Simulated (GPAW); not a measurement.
# W (Fm-3m) in GPAW: reference runs

How does W come out in PBEsol? The cell is run as given and disturbed.

Program: GPAW 26.7.0. These are calculated values, not measurements. Logs are shortened: lines on timing, memory, paths and dates and some standing lists are left out, and cuts for length are marked. The log counts tension as positive stress, the text compression.

## 1. Starting point

Symmetry: Fm-3m, No. 225, cubic system. The conventional cell has a = 4.060 Å, b = 4.060 Å, c = 4.060 Å, α = 90.00°, β = 90.00°, γ = 90.00°. W (site symmetry m-3m) has 12 W at 2.87 Å as nearest neighbours.

This isn't the form of W at room conditions, which is bcc.

## 2. Single point, PBEsol

File run.py:

```python
from ase import Atoms
from ase.dft.bandgap import bandgap
from ase.io import write
from ase.units import Bohr, GPa
from gpaw import GPAW, PW, setup_paths
from gpaw.elf import elf_from_dft_calculation

setup_paths.insert(0, '.')

atoms = Atoms(['W'],
              cell=[[0.0, 2.03, 2.03],
                    [2.03, 0.0, 2.03],
                    [2.03, 2.03, 0.0]],
              scaled_positions=[[0.0, 0.0, 0.0]],
              pbc=True)

calc = GPAW(mode=PW(600),
            xc='PBEsol',
            kpts={'size': (11, 11, 11), 'gamma': True},
            occupations={'name': 'fermi-dirac', 'width': 0.05},
            nbands=16,
            convergence={'density': 1e-05, 'energy': 1e-05},
            maxiter=150,
            txt='gpaw.txt')
atoms.calc = calc
energy = atoms.get_potential_energy()
forces = atoms.get_forces()
stress = atoms.get_stress()
calc.write('gs.gpw')
write('result.traj', atoms)
print(f'Energy: {energy:.6f} eV')
print('Forces (eV/A):')
print(forces.round(4))
print('Stress (GPa):', (stress / GPa).round(3))
print('Fermi level:', round(calc.get_fermi_level(), 4), 'eV')
print(f'Gap: {bandgap(calc)[0]:.4f} eV, direct: {bandgap(calc, direct=True)[0]:.4f} eV')

# fields on the real-space grid
write('density.cube', atoms, data=calc.get_pseudo_density() * Bohr**3)
write('potential.cube', atoms, data=calc.get_electrostatic_potential())
write('elf.cube', atoms, data=elf_from_dft_calculation(calc).data)
```

Potentials or basis: PAW data sets generated in the run's folder for this functional, pw.

The run is started by

```bash
$ gpaw-setup -f PBEsol W
$ OMP_NUM_THREADS=1 python run.py
```

gpaw.txt:

```text
__  _  _
 | _ |_)|_||  |
 |__||  | ||/\| - 26.7.0

Input parameters:
  mode=PW(ecut=600.0),
  convergence={'density': 1e-05, 'energy': 1e-05},
  kpts=MonkhorstPack(size=(11, 11, 11), gamma=True),
  maxiter=150,
  nbands=16,
  occupations=Occupations(name='fermi-dirac', width=0.05),
  xc=XC(name='PBEsol')

Diagonalizing LCAO Hamiltonian
Converting LCAO to pw mode

       W

Atoms  # Å, Bohr magnetons
|   | symbol |        x |        y |        z |    initial magnetic moments |
|---|--------|----------|----------|----------|-----------------------------|
| 0 |      W | 0.000000 | 0.000000 | 0.000000 | ( 0.0000,  0.0000,  0.0000) |

Unit cell  # Å
| periodic |        x |        y |        z |  lengths |    angles |
|----------|----------|----------|----------|----------|-----------|
|      yes | 0.000000 | 2.030000 | 2.030000 | 2.870854 | 60.000000 |
|      yes | 2.030000 | 0.000000 | 2.030000 | 2.870854 | 60.000000 |
|      yes | 2.030000 | 2.030000 | 0.000000 | 2.870854 | 60.000000 |

Number of symmetries: 48
Symmetry operations  # r_c * U_cc + t_c -> r_c
|    | kind |            matrix            |
|----|------|------------------------------|
|  0 |  σ   |  1, 0, 0,  1, 0,-1,  1,-1, 0 |
|  1 |  C2  |  1, 0, 0,  1,-1, 0,  1, 0,-1 |
|  2 |  E   |  1, 0, 0,  0, 1, 0,  0, 0, 1 |
|  3 |  σ   |  1, 0, 0,  0, 0, 1,  0, 1, 0 |
|  4 |  C4  |  1, 0,-1,  1, 0, 0,  1,-1, 0 |
|  5 |  S6  |  1, 0,-1,  1,-1, 0,  1, 0, 0 |
|  6 |  σ   |  1, 0,-1,  0, 1,-1,  0, 0,-1 |
|  7 |  C3  |  1, 0,-1,  0, 0,-1,  0, 1,-1 |
|  8 |  S6  |  1,-1, 0,  1, 0, 0,  1, 0,-1 |
|  9 |  C4  |  1,-1, 0,  1, 0,-1,  1, 0, 0 |
| 10 |  C3  |  1,-1, 0,  0,-1, 1,  0,-1, 0 |
| 11 |  σ   |  1,-1, 0,  0,-1, 0,  0,-1, 1 |
| 12 |  σ   |  0, 1, 0,  1, 0, 0,  0, 0, 1 |
| 13 |  C4  |  0, 1, 0,  0, 1,-1, -1, 1, 0 |
| 14 |  C3  |  0, 1, 0,  0, 0, 1,  1, 0, 0 |
| 15 |  S6  |  0, 1, 0, -1, 1, 0,  0, 1,-1 |
| 16 |  C2  |  0, 1,-1,  1, 0,-1,  0, 0,-1 |
| 17 |  σ   |  0, 1,-1,  0, 1, 0, -1, 1, 0 |
| 18 |  S4  |  0, 1,-1,  0, 0,-1,  1, 0,-1 |
| 19 |  C4  |  0, 1,-1, -1, 1, 0,  0, 1, 0 |
| 20 |  C3  |  0, 0, 1,  1, 0, 0,  0, 1, 0 |
| 21 |  σ   |  0, 0, 1,  0, 1, 0,  1, 0, 0 |
| 22 |  S6  |  0, 0, 1,  0,-1, 1, -1, 0, 1 |
| 23 |  C4  |  0, 0, 1, -1, 0, 1,  0,-1, 1 |
| 24 |  S4  |  0, 0,-1,  1, 0,-1,  0, 1,-1 |
| 25 |  C3  |  0, 0,-1,  0, 1,-1,  1, 0,-1 |
| 26 |  C2  |  0, 0,-1,  0,-1, 0, -1, 0, 0 |
| 27 |  S6  |  0, 0,-1, -1, 0, 0,  0,-1, 0 |
| 28 |  S4  |  0,-1, 1,  1,-1, 0,  0,-1, 0 |
| 29 |  C4  |  0,-1, 1,  0, 0, 1, -1, 0, 1 |
| 30 |  C2  |  0,-1, 1,  0,-1, 0,  1,-1, 0 |
| 31 |  σ   |  0,-1, 1, -1, 0, 1,  0, 0, 1 |
| 32 |  C3  |  0,-1, 0,  1,-1, 0,  0,-1, 1 |
| 33 |  S6  |  0,-1, 0,  0, 0,-1, -1, 0, 0 |
| 34 |  S4  |  0,-1, 0,  0,-1, 1,  1,-1, 0 |
| 35 |  C2  |  0,-1, 0, -1, 0, 0,  0, 0,-1 |
| 36 |  C2  | -1, 1, 0,  0, 1, 0,  0, 1,-1 |
| 37 |  S6  | -1, 1, 0,  0, 1,-1,  0, 1, 0 |
| 38 |  S4  | -1, 1, 0, -1, 0, 1, -1, 0, 0 |
| 39 |  C3  | -1, 1, 0, -1, 0, 0, -1, 0, 1 |
| 40 |  S6  | -1, 0, 1,  0, 0, 1,  0,-1, 1 |
| 41 |  C2  | -1, 0, 1,  0,-1, 1,  0, 0, 1 |
| 42 |  C3  | -1, 0, 1, -1, 1, 0, -1, 0, 0 |
| 43 |  S4  | -1, 0, 1, -1, 0, 0, -1, 1, 0 |
| 44 |  C2  | -1, 0, 0,  0, 0,-1,  0,-1, 0 |
| 45 |  i   | -1, 0, 0,  0,-1, 0,  0, 0,-1 |
| 46 |  σ   | -1, 0, 0, -1, 1, 0, -1, 0, 1 |
| 47 |  C2  | -1, 0, 0, -1, 0, 1, -1, 1, 0 |

BZ-sampling:
  Number of BZ points: 1331
  Number of IBZ points: 56

  Monkhorst-Pack size: [11, 11, 11]
  Monkhorst-Pack shift: [0, 0, 0]

K-points  # in reciprocal-cell coordinates
|     |                                coordinates |     weight |
|-----|--------------------------------------------|------------|
|   0 | (  0.00000000,   0.00000000,   0.00000000) | 0.00075131 |
|   1 | (  0.09090909,   0.09090909,   0.00000000) | 0.00450789 |
|   2 | (  0.09090909,   0.09090909,   0.09090909) | 0.00601052 |
|   3 | (  0.18181818,   0.09090909,   0.09090909) | 0.00901578 |
|   4 | (  0.18181818,   0.18181818,   0.00000000) | 0.00450789 |
|   5 | (  0.18181818,   0.18181818,   0.09090909) | 0.01803156 |
|   6 | (  0.18181818,   0.18181818,   0.18181818) | 0.00601052 |
|   7 | (  0.27272727,   0.18181818,   0.09090909) | 0.01803156 |
|   8 | (  0.27272727,   0.18181818,   0.18181818) | 0.01803156 |
|   9 | (  0.27272727,   0.27272727,   0.00000000) | 0.00450789 |
| ... |                                            |            |
|  55 | (  0.45454545,   0.45454545,   0.45454545) | 0.00601052 |

Plane wave coefficients: 568
Cutoff: 600.0 eV

Spin-components: 1 (collinear spins)
Bands:           16
Projectors:      6
Spin-degeneracy: 2
Datatype:        complex128

Parallelization:
  kpt:    1
  domain: 1
  band:   1

Density:
  Valence electrons: 14.0
  Components: 1
  Grid points: [18 18 18]
  Charge: 0.0  # |e|

Potential:
  Grid points: [18 18 18]

species:
  W:
    name:    Tungsten
    Z:       74.0
    valence: 14
    core:    60
    charge:  0.0  # [|e|]
    compensation charges:
      type: gauss
      rc: 0.40  # [Å]
      lmax: 2
    cutoffs:
      filter: 2.36  # [Å]
      core: 3.02  # [Å]
    projectors
    | kind |    occ | energy [eV] | rcut [Å] |
    |------|--------|-------------|----------|
    |   5s |  2.000 |     -78.864 |    1.344 |
    |   6s |  2.000 |      -5.730 |    1.344 |
    |   5p |  6.000 |     -43.252 |    1.355 |
    |   6p |  0.000 |      -1.338 |    1.355 |
    |   5d |  4.000 |      -4.526 |    1.228 |
    |    d |        |      22.686 |    1.228 |

    Using partial waves for W as LCAO basis

Reference energy: -438642.771174  # eV

eigensolver:
  PPCG
  Converge bands: occupied
  niter=2

density mixing:
  MSR1-Mixer
  Pratt-step length: 0.05
  Maximum mixing coefficient: 0.75
  Old densities: 10
  SVD Regularization: 0.005
  Good broyden scale: 1.0
  Trust region scale: 1.0
  Backstep threshold: 4.0
  History deletion threshold: 6.0
  Fourier metric: weight=20.0, sigma=0.015

occupation numbers:
  Fermi-Dirac:
    width: 0.0500  # eV

poisson solver:
  ecut: 4800.0  # eV

xc functional:
  name: PBEsol with 2 nearest neighbor stencil

convergence criteria:
- Maximum integral of absolute [dens]ity change: 1e-05 electrons / valence electron
- Maximum [total energy] change in last 3 cyles: 1e-05 eV / valence electron
- Maximum integral of absolute [eigenst]ate change: 4e-08 eV^2 / valence electron
maximum number of iterations: 150

SCF iterations
|iter     | |      energy | eigst |  dens |
|---------|-|-------------|-------|-------|
|iter:   1| |  -12.145301 | -0.18 |       |
|iter:   2| |  -12.104062 | -3.27 | -1.22 |
|iter:   3| |  -11.902761 | -2.17 | -1.26 |
|iter:   4| |  -11.903749 | -3.83 | -1.99 |
|iter:   5| |  -11.904387 | -4.78 | -2.37 |
|iter:   6| |  -11.904390 | -7.36 | -3.65 |
|iter:   7| |  -11.904390c| -8.16c| -4.09 |
|iter:   8| |  -11.904390c| -9.14c| -5.43c|

Converged in 8 steps
Energy contributions relative to reference atoms: (reference = -438642.771174)

Energy contributions:
  Kinetic:          -0.689973
  Coulomb:          -1.651804
  Zero:             -0.035562
  External:          0.000000
  Xc:               -9.522699
  Entropy:          -0.008703
  Spinorbit:         0.000000
  ----------------------------
  Free energy:     -11.908742
  Extrapolated:    -11.904390

dipole moment: (-15.169723, -15.169723, -15.169723)  # |e|*Ang

Fermi level: 13.072
Eigenvalues  # (at kpt = [0.000, 0.000, 0.000])
| band index |      eig [eV] | occ [0-2] |
|------------|---------------|-----------|
|          0 |       -60.395 |     2.000 |
|          1 |       -24.307 |     2.000 |
|          2 |       -24.307 |     2.000 |
|          3 |       -24.307 |     2.000 |
|          4 |         4.220 |     2.000 |
|          5 |        12.533 |     2.000 |
[... 8 lines left out ...]
|         14 |        35.326 |     0.000 |
|         15 |        46.322 |     0.000 |

No gap
No difference between direct/indirect transitions

Forces  # eV/Ang
|       x |       y |       z |
|---------|---------|---------|
| 0.00000 | 0.00000 | 0.00000 |  # W    0

Stress tensor  # eV/Ang^3
|        x |        y |        z |
|----------|----------|----------|
| 0.081520 | 0.000000 | 0.000000 |
| 0.000000 | 0.081520 | 0.000000 |
| 0.000000 | 0.000000 | 0.081520 |

# Writing to gs.gpw (mode='')
```

It took 13 s on 1 thread of Arm Neoverse V2, shared host; peak memory 0.14 GiB.

Results:

```
Free energy            : -11.9087 eV
Pressure               : -13.1 GPa
Band gap on the k mesh : none (metal or under the smearing width)
```

Levels at points of the mesh, in eV from the Fermi level:
| k point | band 4 | band 5 | band 6 | band 7 | band 8 | band 9 | band 10 | band 11 |
| --- | --- | --- | --- | --- | --- | --- | --- | --- |
| (0.00, 0.00, 0.00) | -37.38 | -8.85 | -0.54 | -0.54 | -0.54 | 2.48 | 2.48 | 12.99 |

Spin-orbit coupling is left out, which matters for the levels of W.

## 3. Single point, PBEsol (cell strained at random at fixed volume)

File run.py:

```python
from ase import Atoms
from ase.dft.bandgap import bandgap
from ase.io import write
from ase.units import GPa
from gpaw import GPAW, PW, setup_paths

setup_paths.insert(0, '.')

atoms = Atoms(['W'],
              cell=[[0.011923, 2.008228, 2.031862],
                    [2.02971, 0.011064, 2.032721],
                    [2.054146, 2.033524, -0.013373]],
              scaled_positions=[[-0.006753, -0.00874, 0.0141]],
              pbc=True)

calc = GPAW(mode=PW(600),
            xc='PBEsol',
            kpts={'size': (11, 11, 11), 'gamma': True},
            occupations={'name': 'fermi-dirac', 'width': 0.05},
            nbands=16,
            convergence={'density': 1e-05, 'energy': 1e-05},
            maxiter=150,
            txt='gpaw.txt')
atoms.calc = calc
energy = atoms.get_potential_energy()
forces = atoms.get_forces()
stress = atoms.get_stress()
calc.write('gs.gpw')
write('result.traj', atoms)
print(f'Energy: {energy:.6f} eV')
print('Forces (eV/A):')
print(forces.round(4))
print('Stress (GPa):', (stress / GPa).round(3))
print('Fermi level:', round(calc.get_fermi_level(), 4), 'eV')
print(f'Gap: {bandgap(calc)[0]:.4f} eV, direct: {bandgap(calc, direct=True)[0]:.4f} eV')
```

Potentials or basis: PAW data sets generated in the run's folder for this functional, pw.

The run is started by

```bash
$ gpaw-setup -f PBEsol W
$ OMP_NUM_THREADS=1 python run.py
```

Run time: 1.7 min. Hardware: 1 thread of Arm Neoverse V2, shared host; peak memory 0.28 GiB.

It converged, with:

* Free energy: -11.9128 eV
* Pressure: -13.0 GPa
* Band gap on the k mesh: none (metal or under the smearing width)

Stress tensor (GPa, compression positive):
```
-12.39   2.39  -0.72
  2.39 -14.74  -1.01
 -0.72  -1.01 -11.87
```

Levels at points of the mesh, in eV from the Fermi level:
```csv
k point,band 4,band 5,band 6,band 7,band 8,band 9,band 10,band 11
"(0.00, 0.00, 0.00)",-37.36,-8.86,-0.74,-0.57,-0.35,2.37,2.58,12.98
```
